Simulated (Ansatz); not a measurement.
# TiO: further runs on the relaxed cell

One table from this session's results is given with a row withheld; the runs are named, their logs left out.

Method: DFT r2SCAN, scalar-relativistic, plane waves, PAW, in Ansatz 0.2.0.

2 further runs of the same task are left out: 2 set aside as unsound or not needed.

## Starting point

The structure is hexagonal, space group P-6m2 (No. 187). The conventional cell has a = 2.804 Å, b = 2.804 Å, c = 2.819 Å, α = 90.00°, β = 90.00°, γ = 120.00°. Ti (site symmetry -6m2) has 6 O at 2.15 Å as nearest neighbours. Around O (site symmetry -6m2) lie 6 Ti at 2.15 Å.

Structure file:

```
CELL_PARAMETERS angstrom
2.80356 0.00000 0.00000
-1.40178 2.42795 0.00000
0.00000 0.00000 2.81862
ATOMIC_POSITIONS crystal
Ti 0.66667 0.33333 0.00000
O 0.00000 0.00000 0.50000
```

It is the result of an earlier relaxation at this level (volume 9.59 Å³/atom; gap on the mesh: none (metal)).

Set-up of the first run:

Input file input.yaml:

```yaml
crystal:
  lattice:
    - [2.8035559919, 0.0, 0.0]
    - [-1.4017779959, 2.4279507099, 0.0]
    - [0.0, 0.0, 2.8186160501]
  atoms:
    - { symbol: Ti, position: [0.6666666667, 0.3333333333, 0.0] }
    - { symbol: O, position: [0.0, 0.0, 0.5] }
basis:
  ecutwfc: 500
kpoints:
  mp_grid: { grid: [18, 18, 14] }
  band_path:
    path:
      - [[0.0, 0.0, 0.0], [0.5, 0.0, 0.0], [0.33333333, 0.33333333, 0.0], [0.0, 0.0, 0.0], [0.0, 0.0, 0.5], [0.5, 0.0, 0.5], [0.33333333, 0.33333333, 0.5], [0.0, 0.0, 0.5]]
      - [[0.5, 0.0, 0.5], [0.5, 0.0, 0.0]]
      - [[0.33333333, 0.33333333, 0.5], [0.33333333, 0.33333333, 0.0]]
    npoints: 14
hamiltonian:
  xc: r2scan
scf:
  occupations: { method: gaussian, width: 0.1 }
  n_extra_bands: 6
output:
  forces: true
  stress: true
  eigenvalues: true
  populations: true
  dos: { projected: true, de: 0.02, nscf_kmesh: { grid: [27, 27, 21] } }
  bader: true
  write_density: true
  write_potential: true
  elf: true
  volumetric_format: npy
```

Started as:

```bash
$ ansatz run input.yaml --threads 1 --pin off --max-ram 2560MiB --backend cpu --events-out ev --progress --plain --runs-dir out
```

Among the steps run: Static run: bands, density of states and charges; Back to the database's cell; Point at V/V0 = 0.97; The cell scaled to 1.03 of its volume; Volume × 0.94; The cell scaled to 1.06 of its volume; The cell scaled to 0.91 of its volume; Point at V/V0 = 1.10; Point at V/V0 = 0.88.

One of the session's tables, all rows but one given; the rest of the session is left out.

It belongs to the step «Fit of the equation of state». 

```
volume (Å³/atom)  energy above the lowest point (meV/atom)  pressure (GPa)
           8.442                                     136.5           42.54
           8.730                                      72.4           29.21
           9.017                                      30.4           17.87
           9.305                                       7.2            8.21
           9.593                                       0.0           -0.02
           9.881                                       6.5           -7.05
          10.169                                         ?               ?
          10.552                                      64.1          -19.67
```

Estimate the missing values for volume (Å³/atom) = 10.169.

Worked estimate for «energy above the lowest point (meV/atom)». A straight line through the neighbours (9.881, 6.5) and (10.552, 64.1) gives 6.5 + (64.1 − 6.5) × (10.169 − 9.881) / (10.552 − 9.881) = 31.2; a parabola fitted to 3 rows on both sides gives 23.9.

The run gave: energy above the lowest point (meV/atom): 24.7; pressure (GPa): -13.03. In «energy above the lowest point (meV/atom)» the line misses by +6.5 and the parabola by -0.8.

Caveats from the session: Spin polarisation is off in the runs that give these values; a magnetic solution could lie lower.
